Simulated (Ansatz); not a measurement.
# Ga (P2_1/m) in Ansatz: further runs

Runs on Ga. Level: PBE0. Tasks: single point, relaxation of cell and atoms.

Program: Ansatz 0.2.0. These are calculated values, not measurements. Logs are shortened: lines on timing, memory, paths and dates and some standing lists are left out, and cuts for length are marked.

## 1. Starting point

Symmetry: P2_1/m, No. 11, monoclinic system. Conventional cell: a = 2.778 Å, b = 3.282 Å, c = 4.210 Å, α = 90.00°, β = 108.61°, γ = 90.00°. Ga (site symmetry m) has 8 Ga at 2.71 to 2.84 Å as nearest neighbours.

This isn't the form of Ga at room conditions, which is orthorhombic.

## 2. Single point, PBE0

Input file input:

```
crystal:
  lattice:
    - [2.7784220849, 0.0, 0.0]
    - [0.0, 3.28160879, 0.0]
    - [-1.3434310986, 0.0, 3.9902731763]
  atoms:
    - { symbol: Ga, position: [0.13459627, 0.75, 0.77016683] }
    - { symbol: Ga, position: [0.86540373, 0.25, 0.22983317] }
hamiltonian:
  xc: pbe0
  pseudopotentials: { kind: paw }
kpoints:
  mp_grid: { grid: [5, 4, 4] }
scf:
  occupations: { method: fermi_dirac, width: 0.05 }
output:
  forces: true
  stress: true
  eigenvalues: true
```

Potentials or basis: Ansatz PAW.

Standard output:

```text
Warning: output.stress: scf.convergence.dr2_threshold = 1e-7 eV (the SCF's general default) is looser than the 2e-10 eV advised for a printed stress (1e-10 eV for each atom of the cell: 2). What an SCF threshold leaves in a stress goes as its square root, and in the free energy as the threshold itself, and one threshold admits the most on a small cell: of the crystals measured, under no hybrid functional and no lock of the moments, on runs that ended without the residual-converged pass, on stresses that held no estimate of that error, the worst erred by over 100 MPa in a component at 1e-7 eV an atom and by under 5 at 1e-10. Set scf.convergence.dr2_threshold to 2e-10 eV or tighter. The threshold is an SCF's pass mark: one that does not reach it within its budget of iterations ends unconverged, or closes short of it on a stop that the run arms, and scf.convergence.dr2_threshold's page says what that costs each kind of run
Warning: output.stress: scf.exx.energy_threshold = 1e-6 eV is looser than the 2e-8 eV advised for a stress under a hybrid functional (1e-8 eV for each atom of the cell: 2). Every SCF of the exchange loop can meet its threshold on dr2 while the loop round them stops early: no threshold on dr2 bounds what that leaves in the stress. Set scf.exx.energy_threshold to 2e-8 eV or tighter. The threshold is the loop's pass mark: a loop that does not reach it within its budget of cycles ends unconverged, and scf.exx.energy_threshold's page has the law
GPUs: using 1 of 1 available (devices: 1).
Engine: ansatz 0.2.0, x86_64-unknown-linux-gnu
Pseudopotentials: kind: paw
Pseudopotential: Ga, paw, valence charge 13, recommended cutoff 420 eV (normal), Ga.paw.azcp
Functional definition: PBE0
  parameter a = 0.25
  parameter kappa = 0.804
  parameter beta = 0.06672455060314922
  exchange = (1 - a)*pbe_x(kappa = kappa, mu = beta*pi^2/3) + a*exact_x
  correlation = pbe_c(beta = beta)
device memory: the entry about to start is reckoned to put 0.8 GiB on a device that reports 57.5 GiB free (of which the cap on the GPU budget leaves the run 18.0 GiB)
GPU FFT provider: cuFFT
GPU libraries: cuBLAS 13.8.2, cuFFT 12.4.0, cuSOLVER 12.3.4
Crystal: 2 atoms, lattice volume = 36.382 Å³
Basis set: ecut = 420 eV, 699 PW (Γ), exchange–correlation on 40×48×60 points (8 copies of the dense FFT grid, shifted against one another)
Bands: 17, of which v1, the nominal top of the filled ones, is band 13 counted from 1 (12 counted from 0)
Symmetry: 4 space group operations
Space group: P21/m (ITA 11), of the structure as read, at distance tolerance 3.3e-5 Å
k-points: 33 of 80
Non-local potential: Ga, projectors of the file, l = 0: 2, l = 1: 2, l = 2: 3, l = 3: 1
PAW form: soft (Blöchl's): semilocal exchange-correlation on the pseudo side does not see the compensation charge
PAW frozen core: Ga, regenerated for the run's functional, and the local potential with it (the file was generated under x = pbe(κ = 0.804, μ = 0.2195149727645171), c = pbe(β = 0.06672455060314922))
PAW one-centre angular grid: Ga, 590 points (default); XC on 64 Gauss nodes
Initial density: superposition of atomic densities (neutral atoms: chi_scale 0, normalization atom), corrected by the library's trained network
Initial wavefunctions: pseudopotential atomic-orbital guess
GPU buffer pool allocated for 14400 grid points (all kernels)
GPU transforms: local potential and band sums: pruned to the plane-wave sphere, on 20×24×30
Functional: x = pbe(κ = 0.804, μ = 0.2195149727645171), c = pbe(β = 0.06672455060314922), warm-up for x = 0.75 pbe(κ = 0.804, μ = 0.2195149727645171) + 0.25 exact, c = pbe(β = 0.06672455060314922)
SCF iter   1: F=—  HF=-7566.098780 eV  |F-HF|=—  |Δ(HF+E_count)|=         —  Δρ=1.28e-3  dr2=4.22e-4  ethr=1.77e-3  ⟨swp⟩=5.9  Hψ=2184  notcnv=0
preconditioner: auto → none  [insulator: Δε(μ)=0.178 eV  Ē_g=17.367 eV  σ=0.050 eV  W_gap=0.63  n_scr=12 (ndim 8)  ℏωp=31.4 eV  f_vac=0.000  D(μ)=0.56/eV (n_scr^D=2)]
SCF iter   2: F=—  HF=-7566.099031 eV  |F-HF|=—  |Δ(HF+E_count)|=   2.52e-4  Δρ=7.49e-4  dr2=9.86e-5  ethr=1.62e-6  ⟨swp⟩=4.0  Hψ=1587  notcnv=0
iter 3 solved again at ethr=2.91e-8 eV; its pass at ethr=3.79e-7 eV (dr2=7.57e-6 eV) is discarded
SCF iter   3: F=—  HF=-7566.099090 eV  |F-HF|=—  |Δ(HF+E_count)|=   5.89e-5  Δρ=1.66e-4  dr2=7.36e-6  ethr=2.91e-8  ⟨swp⟩=2.7  Hψ=2401  notcnv=0
SCF iter   4: F=—  HF=-7566.099086 eV  |F-HF|=—  |Δ(HF+E_count)|=   4.14e-6  Δρ=4.03e-5  dr2=3.48e-7  ethr=2.83e-8  ⟨swp⟩=4.0  Hψ=1759  notcnv=0
SCF iter   5: F=—  HF=-7566.099086 eV  |F-HF|=—  |Δ(HF+E_count)|=   1.03e-7  Δρ=7.72e-6  dr2=5.72e-8  ethr=1.34e-9  ⟨swp⟩=3.2  Hψ=1108  notcnv=0
SCF iter   6: F=-7566.099086 eV  HF=-7566.099086 eV  |F-HF|=1.12e-10  |Δ(HF+E_count)|=   2.07e-8  Δρ=1.56e-6  dr2=6.13e-10  ethr=2.20e-10  ⟨swp⟩=3.0  Hψ=1077  notcnv=0
SCF 1 converged in 6 iterations: F = -7566.099086 eV  dr2 = 6.13e-10
device memory: the entry about to start is reckoned to put 1.4 GiB on a device that reports 57.7 GiB free (of which the cap on the GPU budget leaves the run 18.0 GiB)
GPU FFT provider: cuFFT
GPU libraries: cuBLAS 13.8.2, cuFFT 12.4.0, cuSOLVER 12.3.4
Initial density: handed on by an earlier stage of this run
Initial wavefunctions: those handed on with the density
GPU buffer pool allocated for 14400 grid points (all kernels)
[... 14 lines left out ...]
SCF iter   8: F=—  HF=-7566.962479 eV  |F-HF|=—  |Δ(HF+E_count)|=   2.65e-4  Δρ=2.58e-4  dr2=1.03e-5  ethr=6.98e-11  ⟨swp⟩=5.4  Hψ=2769  notcnv=0  defer=2
SCF iter   9: F=-7566.962477 eV  HF=-7566.962477 eV  |F-HF|=2.27e-9  |Δ(HF+E_count)|=   2.36e-6  Δρ=6.02e-6  dr2=2.74e-6  ethr=6.98e-11  ⟨swp⟩=4.1  Hψ=2113  notcnv=0
SCF 2 stopped early in 9 iterations: F = -7566.962477 eV  dr2 = 2.74e-6
  Residual-converged pass: ⟨swp⟩=1.8  Hψ=601  notcnv=0  max |occ|·‖R‖ = 6.7e-6 eV (tolerance 6.7e-6 eV)  dr2=2.74e-6  dr2_onsite=3.38e-9  max |Δocc| = 6.7e-14
hybrid outer 1: dexx = +1.316e-2 eV, tail = 4.97e-5 eV
GPU FFT provider: cuFFT
GPU libraries: cuBLAS 13.8.2, cuFFT 12.4.0, cuSOLVER 12.3.4
GPU buffer pool allocated for 14400 grid points (all kernels)
GPU transforms: local potential and band sums: pruned to the plane-wave sphere, on 20×24×30
Exchange kernel: α = 0.2500, full range, Wigner–Seitz truncation, v(0) = 6978.8803 eV·Å³, q-mesh 5×4×4, nearest image of the exchange supercell L = 13.13 Å, pair-density grid 18×18×24, without the augmentation charges, whose exchange is taken in its separable form by FFT convolution over the k-point mesh (sized by the pseudopotential files, 18×24×27 at the most), smooth part of the exact exchange by density-matrix convolution in up to 1.20 GiB of GPU memory as planned if the GPU has room (build and FFT work areas not counted)
Frozen-core exchange: fock
SCF iter   1: F=—  HF=-7566.961873 eV  |F-HF|=—  |Δ(HF+E_count)|=         —  Δρ=8.09e-5  dr2=2.91e-5  ethr=9.55e-7  ⟨swp⟩=3.6  Hψ=1269  notcnv=0
preconditioner: auto → none  [insulator: Δε(μ)=0.592 eV  Ē_g=21.052 eV  σ=0.050 eV  W_gap=0.75  n_scr=12 (ndim 8)  ℏωp=31.4 eV  f_vac=0.000  D(μ)=0.38/eV (n_scr^D=0)]
SCF iter   2: F=—  HF=-7566.961873 eV  |F-HF|=—  |Δ(HF+E_count)|=   1.12e-7  Δρ=2.86e-5  dr2=2.71e-5  ethr=1.05e-8  ⟨swp⟩=4.0  Hψ=1537  notcnv=0
SCF iter   3: F=—  HF=-7566.962274 eV  |F-HF|=—  |Δ(HF+E_count)|=   4.01e-4  Δρ=5.80e-5  dr2=2.53e-6  ethr=9.74e-10  ⟨swp⟩=4.5  Hψ=1944  notcnv=0
SCF iter   4: F=—  HF=-7566.962273 eV  |F-HF|=—  |Δ(HF+E_count)|=   8.49e-7  Δρ=8.49e-6  dr2=4.54e-7  ethr=9.74e-10  ⟨swp⟩=4.0  Hψ=1743  notcnv=0
SCF iter   5: F=—  HF=-7566.962273 eV  |F-HF|=—  |Δ(HF+E_count)|=   3.12e-9  Δρ=1.09e-6  dr2=4.38e-7  ethr=7.46e-11  ⟨swp⟩=3.1  Hψ=1323  notcnv=0
SCF iter   6: F=—  HF=-7566.962275 eV  |F-HF|=—  |Δ(HF+E_count)|=   2.17e-6  Δρ=1.30e-5  dr2=1.04e-7  ethr=2.11e-12  ⟨swp⟩=5.2  Hψ=2402  notcnv=0  defer=2
SCF iter   7: F=—  HF=-7566.962275 eV  |F-HF|=—  |Δ(HF+E_count)|=   3.15e-8  Δρ=1.06e-6  dr2=2.36e-8  ethr=2.11e-12  ⟨swp⟩=4.8  Hψ=1892  notcnv=0
Mixer restart at iter 7: flushing history
SCF iter   8: F=—  HF=-7566.962276 eV  |F-HF|=—  |Δ(HF+E_count)|=   8.95e-8  Δρ=3.07e-6  dr2=5.43e-9  ethr=2.11e-12  ⟨swp⟩=4.8  Hψ=1875  notcnv=0  defer=1
SCF iter   9: F=—  HF=-7566.962276 eV  |F-HF|=—  |Δ(HF+E_count)|=   4.65e-9  Δρ=1.15e-6  dr2=7.50e-10  ethr=2.11e-12  ⟨swp⟩=4.2  Hψ=1653  notcnv=0  defer=2
SCF iter  10: F=-7566.962276 eV  HF=-7566.962276 eV  |F-HF|=1.98e-10  |Δ(HF+E_count)|=  4.59e-10  Δρ=4.82e-7  dr2=2.39e-10  ethr=1.72e-12  ⟨swp⟩=3.4  Hψ=1128  notcnv=0  defer=2
SCF 3 converged in 10 iterations: F = -7566.962276 eV  dr2 = 2.39e-10
  Residual-converged pass: ⟨swp⟩=4.0  Hψ=1513  notcnv=0  max |occ|·‖R‖ = 2.6e-7 eV (tolerance 2.7e-7 eV)  dr2=2.84e-10  dr2_onsite=3.38e-11  max |Δocc| = 4.7e-13
hybrid outer 2: dexx = +2.971e-6 eV, tail = 3.07e-8 eV, Δε = 6.74e-3 eV (about 1.96e-4 eV left of the loop's levels), ΔF = 2.04e-3 eV/Å (tail 7.70e-4)
hybrid SCF converged: 2 outer / 19 inner (+6 warm-up), last move |dexx| = 2.97e-6 eV, tail = 3.07e-8 eV
Stability not checked: this state was not tested for a lower state beside it, because the functional holds exact exchange (a hybrid, or Hartree-Fock), whose exchange loop this test does not read (fock_operator; see scf.lower_state_search)
Free energy (F): -7566.962276 eV
Frozen-core exchange: fock
Harris-Foulkes:  -7566.962276 eV  (|F-HF|=1.98e-10)
Internal energy: -7566.959461 eV  (E = F + TS)
E sigma→0 (E₀):  -7566.960868 eV
Entropy (-TS):   -0.002815 eV (-1.407 meV/atom)
Fermi energy:    10.141020 eV
--- Per-component energies (eV) ---
  E_band       = -135.563929
  E_kinetic    = 228.808594
  E_local      = -3570.971205  (includes V_loc(G=0)·N_el)
  E_nonlocal   = 847.752706
  E_hartree    = 1687.183857
  E_xc         = -106.743177
  E_vxc        = -89.812064  (∫ρ·V_xc dr)
  E_exx        = -106.298487  (= α·E_x^exact, valence–valence)
  E_paw        = -3901.698629  (= ΣΔE_a)
  E_vpaw       = -713.112832  (= ΣTr[D̂ρ^β])
  E_aug_tail   = -0.000213  (compensation charges beyond the density's cutoff)
  E_ewald      = -2645.115619
  E_core_change = 0.122711  (= ΣΔE_core)
  E_smearing   = -0.002815  (= −TS)
  E_closure    = 0.000000  (closes the sum)
  Σ components = -7566.962276   (vs F -7566.962276, Δ=-9.09e-13)
--- Forces (eV/Å), atoms counted from 1 ---
  atom   1  Ga     0.02650386    -0.00000000     0.02460039
  atom   2  Ga    -0.02650386     0.00000000    -0.02460039
  max |Σ_I F_I| component: 0.00e0 eV/Å
--- Stress (GPa, compression-positive) ---
        1.773755       0.000000      -0.464086
        0.000000       4.728201       0.000000
       -0.464086       0.000000      -2.788881
  P = ⅓ Tr σ = 1.2377 GPa (12.377 kbar)
--- Band table (eV; the first three rows and the last of 33) ---
  k-point 0: bands = ["-8.3928", "-8.3865", "-8.3248", "-8.3204", "-8.0670", "-8.0654", "-8.0116", "-8.0023", "-8.0004", "-7.8633", "-3.1744", "7.3571", "8.4902", "12.5548", "16.4382", "20.6410", "21.8178"]
  k-point 1: bands = ["-8.4253", "-8.3174", "-8.3148", "-8.2397", "-8.1186", "-8.0900", "-8.0421", "-7.9778", "-7.9548", "-7.9456", "-2.5238", "3.0509", "13.2813", "13.8904", "17.4738", "19.0050", "19.1803"]
  k-point 2: bands = ["-8.4554", "-8.2432", "-8.1826", "-8.1658", "-8.1469", "-8.1251", "-8.1153", "-8.1024", "-7.9607", "-7.9217", "-0.9114", "0.0689", "14.9639", "16.1111", "17.2638", "17.5731", "18.5202"]
  k-point 32: bands = ["-8.3743", "-8.3743", "-8.2236", "-8.2236", "-8.1088", "-8.1088", "-8.0225", "-8.0225", "-7.8985", "-7.8985", "4.4741", "4.4741", "11.4905", "11.4905", "13.1987", "13.1987", "15.9149"]
```

Wall time 14 s (1 × NVIDIA H100 80GB HBM3 with 2 threads of AMD EPYC 7R13 (Zen 3), shared host); peak memory 1.7 GiB.

What came out:

* Free energy: -7566.9623 eV
* Pressure: 1.2 GPa
* Largest force: 0.036 eV/Å
* Band gap on the k mesh: none (metal or under the smearing width)

Forces on the atoms (eV/Å):
```
Ga   0.027  0.000  0.025
Ga  -0.027  0.000 -0.025
```

Levels at points of the mesh, in eV from the Fermi level:
| k point | band 9 | band 10 | band 11 | band 12 | band 13 | band 14 | band 15 | band 16 | band 17 |
| --- | --- | --- | --- | --- | --- | --- | --- | --- | --- |
| (0.00, 0.00, 0.00) | -18.14 | -18.00 | -13.32 | -2.78 | -1.65 | 2.41 | 6.30 | 10.50 | 11.68 |
| (0.00, 0.00, -0.50) | -18.10 | -18.06 | -11.05 | -10.07 | 4.82 | 5.97 | 7.12 | 7.43 | 8.38 |
| (0.00, -0.50, 0.00) | -18.07 | -18.07 | -9.33 | -9.33 | 2.22 | 2.22 | 3.42 | 3.42 | 13.04 |
| (0.00, -0.50, -0.50) | -18.14 | -18.14 | -7.23 | -7.23 | -5.45 | -5.45 | 12.14 | 12.14 | 13.59 |

Caveat: the k mesh is coarse (spacing up to 0.48 Å⁻¹), so the values aren't converged, least of all with exact exchange; the PAW data sets come from PBE, with cores solved anew for the run's functional, which leaves a small shift of forces and pressure; the thresholds are loose for stress.

## 3. Relaxation of cell and atoms, PBE0

input: that of step 2 with these lines changed.

```diff
@@ -19 +19,5 @@
   eigenvalues: true
+relax:
+  f_tol: 0.01
+  max_steps: 40
+  cell: { stress_tol: 0.05 }
```

Potentials or basis: Ansatz PAW.

It took 2.1 min on 1 × NVIDIA H100 80GB HBM3 with 2 threads of AMD EPYC 7R13 (Zen 3), shared host; peak memory 1.7 GiB.

Results (log left out):

- Free energy: -7566.9882 eV
- Relaxed volume: 18.62 Å³/atom
- Relaxed cell: a = 2.811 Å, b = 3.385 Å, c = 4.143 Å, α = 90.00°, β = 109.21°, γ = 90.00°
- Space group after relaxing (to 0.05 Å): P2_1/m (No. 11)
- Energy gained by relaxing: 12.9 meV/atom
- Ionic steps: 10
- Pressure after relaxing: 0.0 GPa
- Band gap on the k mesh: none (metal or under the smearing width)

The path:
```tsv
step	energy change (eV)	largest force (eV/Å)	volume (Å³)
1	0.0000	0.0362	36.38
2	-0.0162	0.0453	37.28
3	-0.0242	0.0336	37.40
4	-0.0247	0.0277	37.29
5	-0.0252	0.0136	37.19
6	-0.0254	0.0053	37.19
7	-0.0254	0.0022	37.25
8	-0.0259	0.0022	37.25
9	-0.0259	0.0002	37.23
10	-0.0259	0.0002	37.23
```

Final structure:
```cif
data_structure
_symmetry_space_group_name_H-M 'P 1'
_symmetry_Int_Tables_number 1
_cell_length_a 2.8112
_cell_length_b 3.3853
_cell_length_c 4.1427
_cell_angle_alpha 90.000
_cell_angle_beta 109.210
_cell_angle_gamma 90.000
_cell_volume 37.23
loop_
_atom_site_label
_atom_site_type_symbol
_atom_site_fract_x
_atom_site_fract_y
_atom_site_fract_z
_atom_site_occupancy
Ga1 Ga 0.14680 0.75000 0.77135 1
Ga2 Ga 0.85320 0.25000 0.22865 1
```

Levels at points of the mesh, in eV from the Fermi level:
| k point | band 10 | band 11 | band 12 | band 13 | band 14 | band 15 | band 16 | band 17 |
| --- | --- | --- | --- | --- | --- | --- | --- | --- |
| (0.00, 0.00, 0.00) | -17.79 | -12.92 | -2.07 | -1.02 | 1.97 | 5.93 | 10.47 | 11.70 |
| (0.00, 0.00, -0.50) | -17.86 | -10.57 | -9.58 | 4.48 | 5.65 | 6.70 | 7.12 | 8.30 |
| (0.00, -0.50, 0.00) | -17.86 | -9.18 | -9.18 | 2.69 | 2.69 | 4.07 | 4.07 | 12.81 |
| (0.00, -0.50, -0.50) | -17.93 | -7.02 | -7.02 | -5.13 | -5.13 | 11.82 | 11.82 | 14.14 |

Caveat: the k mesh is coarse (spacing up to 0.48 Å⁻¹), so the values aren't converged, least of all with exact exchange; the plane-wave basis is chosen anew once the cell has moved, so the energies of steps on either side of that aren't comparable; the PAW data sets come from PBE, with cores solved anew for the run's functional, which leaves a small shift of forces and pressure.
